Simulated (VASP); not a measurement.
# Ni (Fm-3m) in VASP: further runs

One crystal, Ni, is run at these levels: PBE+TS, PBE+TS-HI, PBE+dDsC, PBE+rVV10; tasks: relaxation of cell and atoms.

All numbers are computed with VASP 6.6.1; they aren't measurements. Logs are shortened: lines on timing, memory, paths and dates and some standing lists are left out, and cuts for length are marked.

## (1) The structure

Symmetry: Fm-3m, No. 225, cubic system. The conventional cell has a = 3.475 Å, b = 3.475 Å, c = 3.475 Å, α = 90.00°, β = 90.00°, γ = 90.00°. Ni (site symmetry m-3m) has 12 Ni at 2.46 Å as nearest neighbours.

## (2) Relaxation of cell and atoms, PBE+TS, collinear spin, ferromagnetic start

INCAR

```
  PREC = Accurate
  ENCUT = 600
  EDIFF = 1E-6
  ISMEAR = -1
  SIGMA = 0.05
  LREAL = F
  LASPH = T
  NELM = 150
  ALGO = Fast
  ISIF = 3
  LWAVE = F
  LCHARG = F
  ISPIN = 2
  MAGMOM = 1
  LORBIT = 11
  LMAXMIX = 4
  GGA = PE
  IVDW = 2
  IBRION = 2
  NSW = 40
  EDIFFG = -0.005
```

KPOINTS

```
Automatic mesh
0
Gamma
  10 10 10
```

POSCAR

```
Ni
1.0
    0.0000000000      1.7375729330      1.7375729330
    1.7375729330      0.0000000000      1.7375729330
    1.7375729330      1.7375729330      0.0000000000
Ni
1
Direct
    0.0000000000      0.0000000000      0.0000000000
```

Potentials or basis: VASP PAW PBE potentials, release 64 (Ni).

On the command line:

```bash
cat potpaw_PBE.64/Ni/POTCAR > POTCAR
mpirun -np 1 vasp_std > vasp.out
```

OUTCAR:

```text
PREC = Accurate
   ENCUT = 600
   EDIFF = 1E-6
   ISMEAR = -1
   LREAL = F
   LASPH = T
   NELM = 150
   ISIF = 3
   ISPIN = 2
   LORBIT = 11
   GGA = PE
   IVDW = 2
   IBRION = 2
   NSW = 40
   EDIFFG = -0.005
  IVDW =   2

 ion  position               nearest neighbor table
   1  0.000  0.000  0.000-

  LATTYP: Found a face centered cubic cell.
 ALAT       =     3.4751458660

  Lattice vectors:

 A1 = (   0.0000000000,   1.7375729330,   1.7375729330)
 A2 = (   1.7375729330,   0.0000000000,   1.7375729330)
 A3 = (   1.7375729330,   1.7375729330,   0.0000000000)

Analysis of symmetry for initial positions (statically):
=====================================================================
 Subroutine PRICEL returns:
 Original cell was already a primitive cell.

 Routine SETGRP: Setting up the symmetry group for a
 face centered cubic supercell.

 Subroutine GETGRP returns: Found 48 space group operations
 (whereof 48 operations were pure point group operations)
 out of a pool of 48 trial point group operations.

The static configuration has the point symmetry O_h .

Analysis of symmetry for dynamics (positions and initial velocities):
=====================================================================
 Subroutine PRICEL returns:
 Original cell was already a primitive cell.

 Routine SETGRP: Setting up the symmetry group for a
 face centered cubic supercell.

 Subroutine GETGRP returns: Found 48 space group operations
 (whereof 48 operations were pure point group operations)
 out of a pool of 48 trial point group operations.

The dynamic configuration has the point symmetry O_h .

Analysis of structural, dynamic, and magnetic symmetry:
=====================================================================
 Subroutine PRICEL returns:
 Original cell was already a primitive cell.

 Routine SETGRP: Setting up the symmetry group for a
 face centered cubic supercell.

 Subroutine GETGRP returns: Found 48 space group operations
 (whereof 48 operations were pure point group operations)
 out of a pool of 48 trial point group operations.

The overall configuration has the point symmetry O_h .

 Subroutine INISYM returns: Found 48 space group operations
 (whereof 48 operations are pure point group operations),
 and found     1 'primitive' translations

----------------------------------------------------------------------------------------

                                     Primitive cell

  volume of cell :      10.4920

  direct lattice vectors                    reciprocal lattice vectors
     0.000000000  1.737572933  1.737572933    -0.287757705  0.287757705  0.287757705
     1.737572933  0.000000000  1.737572933     0.287757705 -0.287757705  0.287757705
     1.737572933  1.737572933  0.000000000     0.287757705  0.287757705 -0.287757705

  length of vectors
     2.457299207  2.457299207  2.457299207     0.498410966  0.498410966  0.498410966

  position of ions in fractional coordinates (direct lattice)
     0.000000000  0.000000000  0.000000000

  ion indices of the primitive-cell ions
   primitive index   ion index
                 1           1

----------------------------------------------------------------------------------------

 KPOINTS: Automatic mesh

Automatic generation of k-mesh.
 Grid dimensions read from file:
 generate k-points for:   10   10   10

 Generating k-lattice:

  Cartesian coordinates                     Fractional coordinates (reciprocal lattice)
    -0.028775771  0.028775771  0.028775771     0.100000000  0.000000000  0.000000000
     0.028775771 -0.028775771  0.028775771     0.000000000  0.100000000  0.000000000
     0.028775771  0.028775771 -0.028775771     0.000000000  0.000000000  0.100000000

  Length of vectors
     0.049841097  0.049841097  0.049841097

  Shift w.r.t. Gamma in fractional coordinates (k-lattice)
     0.000000000  0.000000000  0.000000000

 Subroutine IBZKPT returns following result:
 ===========================================

 Found     47 irreducible k-points:

 Following reciprocal coordinates:
[... 39 lines left out ...]
  Thomas-Fermi vector in A             =   2.706542
   LORBIT       =     11    0 simple, 1 ext, 2 COOP (PROOUT), +10 PAW based schemes
   GGA     = PE    functional components
   LHFCALC =     F    Hartree Fock is set to
   AEXX    =    0.0000 exact exchange contribution
   IVDW    =     2    specifies the selected vdW correction
   LEPSILON=     F    determine dielectric tensor
   LRPA    =     F    only Hartree local field effects (RPA)
 conjugate gradient relaxation of ions
 spin polarized calculation
 RMM-DIIS sequential band-by-band and
  energy-cutoff  :      600.00
  volume of cell :       10.49
 maximum number of plane-waves:       360
   NGX =  9   NGY =  9   NGZ =  9

--------------------------------------- Ionic step        1  -------------------------------------------

 number of electron      10.0000000 magnetization       1.0000000

 number of electron       9.9999999 magnetization       0.7013499

 Free energy of the ion-electron system (eV)
  ---------------------------------------------------
  ext. energy  EPLUGINS =         0.00000000
  ---------------------------------------------------
  free energy    TOTEN  =        -5.46849316 eV

  energy without entropy =       -5.45515938  energy(sigma->0) =       -5.46182627

 E-fermi :   9.9114     XC(G=0): -13.4727

 val. band max:        9.9070597434   @ k =  -0.4000   0.2000   0.0000
 cond. band min:       9.9118460055   @ k =   0.4000   0.3000   0.0000
 fundamental gap:      0.0047862621
 Fermi energy:         9.9114010129

 spin component 1

 k-point     1 :       0.0000    0.0000    0.0000
  band No.  band energies     occupation
      1       0.6252      1.00000
      2       7.3194      1.00000
      3       7.3194      1.00000
      4       7.3194      1.00000
      5       8.5618      1.00000
      6       8.5618      1.00000
      7      33.9270      0.00000
      8      38.0695      0.00000
      9      38.0695      0.00000
     10      38.0696      0.00000
[... 731 lines left out ...]
  FREE ENERGIE OF THE ION-ELECTRON SYSTEM (eV)
  ---------------------------------------------------
  free  energy   TOTEN  =        -6.4686853771 eV

  energy  without entropy=       -6.4556387949  energy(sigma->0) =       -6.46216209

[... ionic steps 4 to 10 ...]

--------------------------------------- Ionic step       11  -------------------------------------------

 number of electron       9.9999993 magnetization       0.6866713

------------------------ aborting loop because EDIFF is reached ----------------------------------------
[... 77 lines left out ...]
--------------------------------------- Ionic step       13  -------------------------------------------

 number of electron       9.9999993 magnetization       0.6866553

 Free energy of the ion-electron system (eV)
  ---------------------------------------------------
  ext. energy  EPLUGINS =         0.00000000
  ---------------------------------------------------
  free energy    TOTEN  =        -5.43038485 eV

  energy without entropy =       -5.41734667  energy(sigma->0) =       -5.42386576

 E-fermi :  10.5605     XC(G=0): -13.7322

 val. band max:       10.5488794762   @ k =  -0.4000   0.2000   0.0000
 cond. band min:      10.5634694486   @ k =   0.5000   0.3000   0.1000
 fundamental gap:      0.0145899723
 Fermi energy:        10.5605477298

 spin component 1

 k-point     1 :       0.0000    0.0000    0.0000
  band No.  band energies     occupation
      1       0.9632      1.00000
      2       7.8610      1.00000
      3       7.8610      1.00000
      4       7.8610      1.00000
      5       9.1779      1.00000
      6       9.1779      1.00000
      7      34.9390      0.00000
      8      39.4257      0.00000
      9      39.4257      0.00000
     10      39.4257      0.00000
[... 616 lines left out ...]
 [... further k-points ...]

------------------------ aborting loop because EDIFF is reached ----------------------------------------

  Hirshfeld charges:
            ion         q(e)
   ------------------------------
      1     Ni       0.00000000

  Tkatchenko/Scheffler method for vdW energy calculation

  Number of pair interactions contributing to vdW energy:   52132

  Edisp (eV):   -1.03820
[... 24 lines left out ...]
  FREE ENERGIE OF THE ION-ELECTRON SYSTEM (eV)
  ---------------------------------------------------
  free  energy   TOTEN  =        -6.4685808793 eV

  energy  without entropy=       -6.4555427052  energy(sigma->0) =       -6.46206179

 reached required accuracy - stopping structural energy minimisation

 total charge

# of ion       s       p       d       tot
------------------------------------------
    1        0.535   0.575   8.352   9.463

 magnetization (x)

# of ion       s       p       d       tot
------------------------------------------
    1       -0.004  -0.023   0.717   0.690
```

It took 43 s on 1 thread of Intel Xeon 6975P-C (Granite Rapids), shared host; peak memory 0.14 GiB.

What came out:

| Item | Value |
| --- | --- |
| Free energy | -6.4686 eV |
| Relaxed volume | 10.05 Å³/atom |
| Relaxed cell | a = 2.422 Å, b = 2.422 Å, c = 2.422 Å, α = 60.00°, β = 60.00°, γ = 60.00° |
| Space group after relaxing (to 0.05 Å) | Fm-3m (No. 225) |
| Energy gained by relaxing | 14.8 meV/atom |
| Ionic steps | 13 |
| Pressure after relaxing | 0.1 GPa |
| Band gap on the k mesh | none (metal or under the smearing width) |
| Net moment | 0.69 μB per cell |
| Site moments | Ni +0.69 μB |
| Valence electrons inside the program's atomic spheres | Ni 9.46 |
| Dispersion energy per atom | -1.038 eV |

The path:
| step | energy change (eV) | largest force (eV/Å) | pressure (GPa) | volume (Å³) |
| --- | --- | --- | --- | --- |
| 1 | 0.0000 | 0.0000 | -10.83 | 10.49 |
| 2 | 0.0211 | 0.0000 | 20.15 | 9.45 |
| 3 | -0.0149 | 0.0000 | -0.98 | 10.07 |
| 4 | -0.0148 | 0.0000 | -0.14 | 10.04 |
| 5 | -0.0147 | 0.0000 | 0.67 | 10.03 |
| 6 | -0.0147 | 0.0000 | -0.49 | 10.08 |
| 7 | -0.0149 | 0.0000 | -0.53 | 10.05 |
| 8 | -0.0148 | 0.0000 | 0.33 | 10.04 |
| 9 | -0.0148 | 0.0000 | -0.10 | 10.04 |
| 10 | -0.0147 | 0.0000 | 0.75 | 10.04 |
| 11 | -0.0148 | 0.0000 | 0.38 | 10.04 |
| 12 | -0.0149 | 0.0000 | -0.62 | 10.06 |
| 13 | -0.0148 | 0.0000 | 0.06 | 10.05 |

Final structure:
```
CELL_PARAMETERS angstrom
0.00000 1.71278 1.71278
1.71278 0.00000 1.71278
1.71278 1.71278 0.00000
ATOMIC_POSITIONS crystal
Ni 0.00000 0.00000 0.00000
```

Levels at points of the mesh, in eV from the Fermi level:
Spin up:
| k point | band 2 | band 3 | band 4 | band 5 | band 6 | band 7 | band 8 | band 9 |
| --- | --- | --- | --- | --- | --- | --- | --- | --- |
| (0.00, 0.00, 0.00) | -2.70 | -2.70 | -2.70 | -1.38 | -1.38 | 24.38 | 28.87 | 28.87 |
| (0.50, 0.00, 0.00) | -2.69 | -2.69 | -0.64 | -0.64 | -0.46 | 6.21 | 22.83 | 26.07 |
| (0.50, 0.50, 0.00) | -4.68 | -0.58 | -0.49 | -0.49 | 2.48 | 9.92 | 15.56 | 15.56 |
Spin down:
| k point | band 2 | band 3 | band 4 | band 5 | band 6 | band 7 | band 8 | band 9 |
| --- | --- | --- | --- | --- | --- | --- | --- | --- |
| (0.00, 0.00, 0.00) | -1.89 | -1.89 | -1.89 | -0.74 | -0.74 | 24.24 | 28.86 | 28.86 |
| (0.50, 0.00, 0.00) | -2.02 | -2.02 | -0.50 | 0.18 | 0.18 | 6.69 | 22.71 | 26.18 |
| (0.50, 0.50, 0.00) | -4.02 | 0.09 | 0.45 | 0.45 | 2.47 | 10.20 | 15.60 | 15.60 |

Caveat: atom-pairwise D2, TS and ULG terms overbind metals; pairwise dispersion overbinds metals, which lowers pressure and volume.

## (3) Relaxation of cell and atoms, PBE+TS-HI, collinear spin, ferromagnetic start

INCAR, as its differences from that of step 2:

```diff
@@ -17,3 +17,3 @@
   GGA = PE
-  IVDW = 2
+  IVDW = 21
   IBRION = 2
```

KPOINTS is that of step 2.

POSCAR is that of step 2.

Potentials or basis: VASP PAW PBE potentials, release 64 (Ni).

On the command line:

```bash
cat potpaw_PBE.64/Ni/POTCAR > POTCAR
mpirun -np 1 vasp_std > vasp.out
```

It took 54 s on 1 thread of Intel Xeon 6975P-C (Granite Rapids), shared host; peak memory 0.14 GiB.

It converged, with:

- Free energy: -6.4416 eV
- Relaxed volume: 10.10 Å³/atom
- Relaxed cell: a = 2.426 Å, b = 2.426 Å, c = 2.426 Å, α = 60.00°, β = 60.00°, γ = 60.00°
- Space group after relaxing (to 0.05 Å): Fm-3m (No. 225)
- Energy gained by relaxing: 11.2 meV/atom
- Ionic steps: 9
- Pressure after relaxing: -0.1 GPa
- Band gap on the k mesh: none (metal or under the smearing width)
- Net moment: 0.69 μB per cell
- Site moments: Ni +0.69 μB
- Valence electrons inside the program's atomic spheres: Ni 9.45
- Dispersion energy per atom: -1.005 eV

The path:
| step | energy change (eV) | largest force (eV/Å) | pressure (GPa) | volume (Å³) |
| --- | --- | --- | --- | --- |
| 1 | 0.0000 | 0.0000 | -9.57 | 10.49 |
| 2 | 0.0173 | 0.0000 | 17.12 | 9.57 |
| 3 | -0.0113 | 0.0000 | -1.04 | 10.13 |
| 4 | -0.0112 | 0.0000 | -0.12 | 10.09 |
| 5 | -0.0111 | 0.0000 | 0.65 | 10.09 |
| 6 | -0.0111 | 0.0000 | -0.46 | 10.14 |
| 7 | -0.0113 | 0.0000 | -0.46 | 10.11 |
| 8 | -0.0112 | 0.0000 | 0.32 | 10.10 |
| 9 | -0.0112 | 0.0000 | -0.06 | 10.10 |

Final structure:
```xyz
1
Lattice="0.0000 1.7158 1.7158 1.7158 0.0000 1.7158 1.7158 1.7158 0.0000" Properties=species:S:1:pos:R:3 pbc="T T T"
Ni    0.0000    0.0000    0.0000
```

Levels at points of the mesh, in eV from the Fermi level:
Spin up:
```csv
k point,band 3,band 4,band 5,band 6,band 7,band 8
"(0.00, 0.00, 0.00)",-2.69,-2.69,-1.38,-1.38,24.33,28.78
"(0.50, 0.00, 0.00)",-2.67,-0.64,-0.64,-0.45,6.17,22.79
"(0.50, 0.50, 0.00)",-0.59,-0.49,-0.49,2.47,9.87,15.51
```
Spin down:
```tsv
k point	band 1	band 2	band 3	band 4	band 5	band 6	band 7	band 8	band 9	band 10
(0.00, 0.00, 0.00)	-9.57	-1.87	-1.87	-1.87	-0.73	-0.73	24.19	28.77	28.77	28.77
(0.50, 0.00, 0.00)	-4.83	-2.00	-2.00	-0.49	0.18	0.18	6.65	22.66	26.08	26.08
(0.50, 0.50, 0.00)	-4.78	-3.99	0.09	0.44	0.44	2.46	10.15	15.54	15.54	20.87
```

Caveat: pairwise dispersion overbinds metals, which lowers pressure and volume.

## (4) Relaxation of cell and atoms, PBE+dDsC, collinear spin, ferromagnetic start

INCAR, as its differences from that of step 3:

```diff
@@ -17,3 +17,3 @@
   GGA = PE
-  IVDW = 21
+  IVDW = 4
   IBRION = 2
```

KPOINTS is that of step 3.

POSCAR is that of step 3.

On the command line:

```bash
cat potpaw_PBE.64/Ni/POTCAR > POTCAR
mpirun -np 1 vasp_std > vasp.out
```

It took 26 s on 1 thread of Intel Xeon 6975P-C (Granite Rapids), shared host; peak memory 0.14 GiB.

The run converged. Its results:

```
Free energy                                           : -5.8529 eV
Relaxed volume                                        : 10.59 Å³/atom
Relaxed cell                                          : a = 2.465 Å, b = 2.465 Å, c = 2.465 Å, α = 60.00°, β = 60.00°, γ = 60.00°
Space group after relaxing (to 0.05 Å)                : Fm-3m (No. 225)
Energy gained by relaxing                             : 3.0 meV/atom
Ionic steps                                           : 6
Pressure after relaxing                               : 0.1 GPa
Band gap on the k mesh                                : none (metal or under the smearing width)
Net moment                                            : 0.70 μB per cell
Site moments                                          : Ni +0.71 μB
Valence electrons inside the program's atomic spheres : Ni 9.36
Dispersion energy per atom                            : -0.380 eV
```

The path:
| step | energy change (eV) | largest force (eV/Å) | pressure (GPa) | volume (Å³) |
| --- | --- | --- | --- | --- |
| 1 | 0.0000 | 0.0000 | 2.05 | 10.49 |
| 2 | -0.0048 | 0.0000 | -2.09 | 10.70 |
| 3 | -0.0046 | 0.0000 | -1.75 | 10.68 |
| 4 | -0.0030 | 0.0000 | -0.17 | 10.59 |
| 5 | -0.0029 | 0.0000 | 0.42 | 10.58 |
| 6 | -0.0030 | 0.0000 | 0.06 | 10.59 |

Final structure:
```xyz
1
Lattice="0.0000 1.7430 1.7430 1.7430 0.0000 1.7430 1.7430 1.7430 0.0000" Properties=species:S:1:pos:R:3 pbc="T T T"
Ni    0.0000    0.0000    0.0000
```

Levels at points of the mesh, in eV from the Fermi level:
Spin up:
| k point | band 3 | band 4 | band 5 | band 6 | band 7 | band 8 |
| --- | --- | --- | --- | --- | --- | --- |
| (0.00, 0.00, 0.00) | -2.57 | -2.57 | -1.34 | -1.34 | 23.94 | 28.01 |
| (0.50, 0.00, 0.00) | -2.55 | -0.67 | -0.67 | -0.36 | 5.81 | 22.42 |
| (0.50, 0.50, 0.00) | -0.61 | -0.53 | -0.53 | 2.44 | 9.42 | 15.06 |
Spin down:
| k point | band 2 | band 3 | band 4 | band 5 | band 6 | band 7 | band 8 | band 9 |
| --- | --- | --- | --- | --- | --- | --- | --- | --- |
| (0.00, 0.00, 0.00) | -1.74 | -1.74 | -1.74 | -0.69 | -0.69 | 23.79 | 28.00 | 28.00 |
| (0.50, 0.00, 0.00) | -1.86 | -1.86 | -0.40 | 0.17 | 0.17 | 6.29 | 22.28 | 25.24 |
| (0.50, 0.50, 0.00) | -3.71 | 0.08 | 0.42 | 0.42 | 2.42 | 9.71 | 15.09 | 15.09 |

Caveat: pairwise dispersion overbinds metals, which lowers pressure and volume.

## (5) Relaxation of cell and atoms, PBE+rVV10, collinear spin, ferromagnetic start

INCAR, as its differences from that of step 4:

```diff
@@ -17,3 +17,6 @@
   GGA = PE
-  IVDW = 4
+  LUSE_VDW = T
+  IVDW_NL = 2
+  BPARAM = 10.0
+  CPARAM = 0.0093
   IBRION = 2
```

KPOINTS is that of step 4.

POSCAR is that of step 4.

On the command line:

```bash
cat potpaw_PBE.64/Ni/POTCAR > POTCAR
mpirun -np 1 vasp_std > vasp.out
```

Run time: 45 s. Hardware: 1 thread of Intel Xeon 6975P-C (Granite Rapids), shared host; peak memory 0.19 GiB.

It converged, with:

| Item | Value |
| --- | --- |
| Free energy | -5.1625 eV |
| Relaxed volume | 10.77 Å³/atom |
| Relaxed cell | a = 2.479 Å, b = 2.479 Å, c = 2.479 Å, α = 60.00°, β = 60.00°, γ = 60.00° |
| Space group after relaxing (to 0.05 Å) | Fm-3m (No. 225) |
| Energy gained by relaxing | 5.2 meV/atom |
| Ionic steps | 5 |
| Pressure after relaxing | 0.0 GPa |
| Band gap on the k mesh | none (metal or under the smearing width) |
| Net moment | 0.71 μB per cell |
| Site moments | Ni +0.72 μB |
| Valence electrons inside the program's atomic spheres | Ni 9.32 |

Step by step:
```csv
step,energy change (eV),largest force (eV/Å),pressure (GPa),volume (Å³)
1,0.0000,0.0000,5.73,10.49
2,-0.0004,0.0000,-5.28,11.07
3,-0.0052,0.0000,-0.34,10.79
4,-0.0052,0.0000,0.16,10.77
5,-0.0052,0.0000,0.03,10.77
```

Final structure:
```
Ni
1.0
     0.00000    1.75305    1.75305
     1.75305    0.00000    1.75305
     1.75305    1.75305    0.00000
Ni
1
Direct
  0.00000 0.00000 0.00000
```

Levels at points of the mesh, in eV from the Fermi level:
Spin up:
```csv
k point,band 3,band 4,band 5,band 6,band 7,band 8
"(0.00, 0.00, 0.00)",-2.53,-2.53,-1.33,-1.33,23.77,27.70
"(0.50, 0.00, 0.00)",-2.51,-0.68,-0.68,-0.35,5.67,22.26
"(0.50, 0.50, 0.00)",-0.62,-0.55,-0.55,2.41,9.25,14.87
```
Spin down:
| k point | band 1 | band 2 | band 3 | band 4 | band 5 | band 6 | band 7 | band 8 | band 9 |
| --- | --- | --- | --- | --- | --- | --- | --- | --- | --- |
| (0.00, 0.00, 0.00) | -9.14 | -1.69 | -1.69 | -1.69 | -0.67 | -0.67 | 23.62 | 27.70 | 27.70 |
| (0.50, 0.00, 0.00) | -4.46 | -1.81 | -1.81 | -0.40 | 0.17 | 0.17 | 6.15 | 22.12 | 24.91 |
| (0.50, 0.50, 0.00) | -4.36 | -3.62 | 0.08 | 0.42 | 0.42 | 2.39 | 9.54 | 14.90 | 14.90 |

Caveat: pairwise dispersion overbinds metals, which lowers pressure and volume.

## (6) Summary

| level | gap on the mesh (eV) | pressure (GPa) | moment (μB) | relaxed volume (Å³/atom) |
| --- | --- | --- | --- | --- |
| PBE+TS | none | 0.1 | 0.69 | 10.05 |
| PBE+TS-HI | none | -0.1 | 0.69 | 10.10 |
| PBE+dDsC | none | 0.1 | 0.70 | 10.59 |
| PBE+rVV10 | none | 0.0 | 0.71 | 10.77 |

Alike in all rows: task relaxation of cell and atoms; potentials or basis VASP PAW PBE potentials, release 64 (Ni); spin collinear, ferromagnetic start; cell relaxed; k mesh 10 × 10 × 10; cutoff (eV) 600; smearing fermi-dirac 0.05 eV.

Caveats: pairwise dispersion overbinds metals, which lowers pressure and volume; atom-pairwise D2, TS and ULG terms overbind metals (some runs).

Absolute energies hang on the potentials; compare differences alone.
